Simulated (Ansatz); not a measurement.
## Ni under changes of volume

One of the cells (10.597 Å³/atom); the others are scaled copies at fixed shape and fractional positions:

```xyz
1
Lattice="-1.3837 1.3837 1.3837 1.3837 -1.3837 1.3837 1.3837 1.3837 -1.3837" Properties=species:S:1:pos:R:3 pbc="T T T"
Ni    0.0000    0.0000    0.0000
```

This isn't the form of Ni at room conditions, which is fcc.

* Program: Ansatz 0.2.0
* Functional: HSE06
* Potentials or basis: Ansatz PAW
* Cutoff: 420 eV (not typed: the program's choice for these potentials)
* k mesh: 8 × 8 × 8
* Occupations: fermi-dirac, width 0.05 eV
* Spin: collinear spin, ferromagnetic start
* Starting moments: [1.0] μB

| volume (Å³/atom) | energy over the lowest point (meV/atom) | pressure (GPa) | moment (μB per cell) |
| --- | --- | --- | --- |
| 9.962 | ? | ? | ? |
| 10.174 | 30.26 | 13.1 | 0.65 |
| 10.385 | 16.60 | 8.2 | 0.66 |
| 10.597 | 6.38 | 6.1 | 0.78 |
| 10.809 | 0.46 | 2.1 | 0.78 |
| 11.021 | 0.00 | -1.5 | 0.78 |
| 11.233 | 4.00 | -4.8 | 0.78 |

What does the run at 9.962 Å³/atom give?

Energy over the lowest point 51.29 meV/atom; pressure 18.6 GPa; moment 0.64 μB per cell.

Worked out: A Birch-Murnaghan fit of order 3 (a polynomial in V^(-2/3)) to the other rows has its minimum at 10.95 Å³/atom with B0 = V·E''(V) = 199 GPa (rough, since the energies scatter). It gives 47.15 meV/atom at 9.962 Å³/atom, against the run's 51.29, and -dE/dV = 13.6 GPa, against 18.6. The moment follows no smooth curve through the other rows.

Energies are extrapolated to zero smearing.

Caveats: all runs use coarse meshes; the magnetic or orbital state may not be the lowest; the PAW data sets come from PBE, with cores solved anew for the run's functional, which leaves a small shift of forces and pressure; the thresholds are loose for stress.
